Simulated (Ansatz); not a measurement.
The system is TePt.

```
Pt Te
1.0
     0.00000    3.24504    3.24504
     3.24504    0.00000    3.24504
     3.24504    3.24504    0.00000
Pt Te
1 1
Direct
  0.00000 0.00000 0.00000
  0.25000 0.25000 0.25000
```

Measurements of this composition are mostly on another form, of space group No. 166.

A run of Ansatz 0.2.0 on this cell left the log below. Logs are shortened: lines on timing, memory, paths and dates and some standing lists are left out, and cuts for length are marked.

```text
Warning: RAYON_NUM_THREADS=2 ignored (pool sized by the plan → 2); use --threads N
scf.n_extra_bands = 6 over 17 filled bands (N_el = 34.0): the run solves 23 bands
Engine: ansatz 0.2.0, aarch64-unknown-linux-gnu
Pseudopotentials: kind: paw
Pseudopotential: Pt, paw, valence charge 18, recommended cutoff 500 eV (meta_gga), Pt.paw.azcp
Pseudopotential: Te, paw, valence charge 16, recommended cutoff 500 eV (meta_gga), Te.paw.azcp
Functional definition: r2SCAN
  parameter k0 = 0.174
  parameter k1 = 0.065
  parameter a1 = 4.9479
  exchange = r2scan_x(k0 = k0, k1 = k1, a1 = a1)
  correlation = r2scan_c
Crystal: 2 atoms, lattice volume = 68.343 Å³
Basis set: ecut = 500 eV, 1807 PW (Γ), exchange–correlation on 144×144×144 points (64 copies of the dense FFT grid, shifted against one another)
Bands: 23, of which v1, the nominal top of the filled ones, is band 17 counted from 1 (16 counted from 0)
Symmetry: 24 space group operations
Space group: F-43m (ITA 216), of the structure as read, at distance tolerance 4.1e-5 Å
k-points: 20 of 343 (time reversal used)
Non-local potential: Pt, projectors of the file, l = 0: 3, l = 1: 2, l = 2: 2, l = 3: 1
Non-local potential: Te, projectors of the file, l = 0: 2, l = 1: 2, l = 2: 2, l = 3: 2
PAW form: soft (Blöchl's): semilocal exchange-correlation on the pseudo side does not see the compensation charge
PAW frozen core: Pt, regenerated for the run's functional (the file was generated under x = pbe(κ = 0.804, μ = 0.2195149727645171), c = pbe(β = 0.06672455060314922))
PAW frozen core: Te, regenerated for the run's functional (the file was generated under x = pbe(κ = 0.804, μ = 0.2195149727645171), c = pbe(β = 0.06672455060314922))
PAW one-centre angular grid: Pt, 590 points (default); XC on 160 Gauss nodes
PAW one-centre angular grid: Te, 590 points (default); XC on 160 Gauss nodes
Initial density: superposition of atomic densities (neutral atoms: chi_scale 0, normalization atom), corrected by the library's trained network
Initial wavefunctions: pseudopotential atomic-orbital guess
Functional: x = r2scan, c = r2scan; τ floored in thin density (d = 2e-4 eV/Å³)
SCF iter   1: F=—  HF=-19531.108937 eV  |F-HF|=—  |Δ(HF+E_count)|=         —  Δρ=7.59e-3  dr2=4.80e-2  dr2_τ=6.82e-3  ethr=1.77e-3  ⟨swp⟩=6.0  Hψ=2302  notcnv=0
preconditioner: auto → LDOS  [metal: Δε(μ)=0.111 eV  Ē_g=9.521 eV  σ=0.050 eV  W_gap=0.48  n_scr=14 (ndim 8)  ℏωp=18.0 eV  f_vac=0.157  D(μ)=2.04/eV (n_scr^D=14)  β→1.0]
SCF iter   2: F=—  HF=-19531.103886 eV  |F-HF|=—  |Δ(HF+E_count)|=   5.05e-3  Δρ=2.08e-3  dr2=1.80e-3  dr2_τ=2.52e-3  ethr=1.41e-4  ⟨swp⟩=2.0  Hψ=841  notcnv=0  defer=20
SCF iter   3: F=—  HF=-19531.104365 eV  |F-HF|=—  |Δ(HF+E_count)|=   4.79e-4  Δρ=7.89e-4  dr2=6.00e-4  dr2_τ=4.60e-5  ethr=5.28e-6  ⟨swp⟩=2.0  Hψ=844  notcnv=0  defer=20
SCF iter   4: F=—  HF=-19531.104301 eV  |F-HF|=—  |Δ(HF+E_count)|=   6.31e-5  Δρ=3.89e-4  dr2=1.57e-4  dr2_τ=3.31e-6  ethr=1.77e-6  ⟨swp⟩=1.0  Hψ=440  notcnv=0  defer=20
SCF iter   5: F=—  HF=-19531.104279 eV  |F-HF|=—  |Δ(HF+E_count)|=   2.27e-5  Δρ=8.71e-5  dr2=6.83e-6  dr2_τ=1.21e-7  ethr=4.60e-7  ⟨swp⟩=2.2  Hψ=509  notcnv=0  defer=20
SCF iter   6: F=—  HF=-19531.104287 eV  |F-HF|=—  |Δ(HF+E_count)|=   8.49e-6  Δρ=7.39e-6  dr2=3.52e-8  dr2_τ=6.38e-9  ethr=2.94e-10  ⟨swp⟩=12.2  Hψ=3455  notcnv=0
SCF iter   7: F=-19531.104287 eV  HF=-19531.104287 eV  |F-HF|=3.09e-10  |Δ(HF+E_count)|=   4.08e-9  Δρ=9.25e-7  dr2=3.41e-10  dr2_τ=3.33e-11  ethr=1.03e-10  ⟨swp⟩=5.9  Hψ=2562  notcnv=0
SCF 1 converged in 7 iterations: F = -19531.104287 eV  dr2 = 3.41e-10
  greatest PAW one-centre occupation: 1.000 electrons in one spin orbital (limit 2), on the Pt atom at site 0 (counted from 0), in its partial waves of l = 0
NSCF: frozen V_eff on 142 k-points
SCF converged after 7 iterations
Free energy (F): -19531.104287 eV
Harris-Foulkes:  -19531.104287 eV  (|F-HF|=3.09e-10)
Internal energy: -19531.087279 eV  (E = F + TS)
E sigma→0 (E₀):  -19531.095783 eV
Entropy (-TS):   -0.017009 eV (-8.504 meV/atom)
Fermi energy:    7.569302 eV
--- Per-component energies (eV) ---
  E_band       = -701.873103
  E_kinetic    = 811.975508
  E_local      = -4189.931948  (includes V_loc(G=0)·N_el)
  E_nonlocal   = -106.869092
  E_hartree    = 1944.365415
  E_xc         = -360.634229
  E_vxc        = -443.452929  (∫ρ·V_xc dr)
  E_paw        = -14167.592636  (= ΣΔE_a)
  E_vpaw       = -691.061992  (= ΣTr[D̂ρ^β])
  E_aug_tail   = 0.000113  (compensation charges beyond the density's cutoff)
  E_vtau       = 28.737056  (kinetic-family band-sum trace: ∫τ·v_τ [+ j·A + Jᵃ·Aᵃ] dr)
  E_ewald      = -3462.453770
  E_core_change = 0.053361  (= ΣΔE_core)
  E_smearing   = -0.017009  (= −TS)
  E_closure    = 0.000000  (closes the sum)
  Σ components = -19531.104287   (vs F -19531.104287, Δ=0.00e0)
--- Forces (eV/Å), atoms counted from 1 ---
  atom   1  Pt    -0.00000000     0.00000000     0.00000000
  atom   2  Te    -0.00000000     0.00000000     0.00000000
  max |Σ_I F_I| component: 1.67e-16 eV/Å
--- Stress (GPa, compression-positive) ---
      -12.420457       0.000000       0.000000
        0.000000     -12.420457      -0.000000
        0.000000      -0.000000     -12.420457
  P = ⅓ Tr σ = -12.4205 GPa (-124.205 kbar)
--- Band table (eV; the first three rows and the last of 20) ---
  k-point 0: bands = ["-92.0406", "-45.6823", "-45.6823", "-45.6823", "-30.5567", "-30.5567", "-30.5567", "-30.5504", "-30.5504", "-4.5008", "3.6283", "3.6283", "3.6283", "5.3925", "5.3925", "8.7772", "9.3965", "9.3965", "9.3965", "13.4066", "13.4066", "13.4066", "15.7671"]
  k-point 1: bands = ["-92.0406", "-45.6824", "-45.6823", "-45.6823", "-30.5568", "-30.5567", "-30.5567", "-30.5504", "-30.5504", "-4.4055", "3.4888", "3.6759", "3.6759", "5.3826", "5.3826", "7.8949", "9.1511", "9.1511", "9.8951", "13.2029", "13.7029", "13.7029", "16.8407"]
  k-point 2: bands = ["-92.0406", "-45.6826", "-45.6823", "-45.6823", "-30.5572", "-30.5566", "-30.5566", "-30.5503", "-30.5503", "-4.1770", "3.2146", "3.7766", "3.7766", "5.3936", "5.3936", "6.6283", "8.6423", "8.6423", "10.1243", "14.0283", "14.1577", "14.1577", "16.6508"]
  k-point 19: bands = ["-92.0406", "-45.6826", "-45.6826", "-45.6824", "-30.5576", "-30.5570", "-30.5565", "-30.5503", "-30.5501", "-3.7657", "3.0695", "3.6755", "4.2587", "5.2733", "5.4787", "6.0211", "6.2357", "7.2317", "12.1084", "13.3765", "14.7269", "15.5998", "17.8772"]
```

Task: What input gives this log?

Result: Band structure with r2SCAN, no spin polarisation. The files as run (others can give the same):

input.yaml
```yaml
crystal:
  lattice:
    - [0.0, 3.24504255, 3.24504255]
    - [3.24504255, 0.0, 3.24504255]
    - [3.24504255, 3.24504255, 0.0]
  atoms:
    - { symbol: Pt, position: [0.0, 0.0, 0.0] }
    - { symbol: Te, position: [0.25, 0.25, 0.25] }
hamiltonian:
  xc: r2scan
  pseudopotentials: { kind: paw }
kpoints:
  mp_grid: { grid: [7, 7, 7] }
  band_path:
    path:
      - [[0.0, 0.0, 0.0], [0.5, 0.0, 0.5], [0.5, 0.25, 0.75], [0.375, 0.375, 0.75], [0.0, 0.0, 0.0], [0.5, 0.5, 0.5], [0.625, 0.25, 0.625], [0.5, 0.25, 0.75], [0.5, 0.5, 0.5], [0.375, 0.375, 0.75]]
      - [[0.625, 0.25, 0.625], [0.5, 0.0, 0.5]]
    npoints: 14
scf:
  occupations: { method: fermi_dirac, width: 0.05 }
  n_extra_bands: 6
output:
  forces: true
  stress: true
  eigenvalues: true
  fatbands: true
  write_density: true
  write_potential: true
  elf: true
  volumetric_format: npy
```

Potentials or basis: Ansatz PAW.
Command:
```console
$ ansatz run input.yaml --threads 2 --pin off --max-ram 5632MiB --backend cpu --events-out ev --progress --plain --runs-dir out
```

Caveat: spin-orbit coupling is left out, which moves the levels of the heavy elements; the PAW data sets come from PBE, with cores solved anew for the run's functional, which leaves a small shift of forces and pressure.
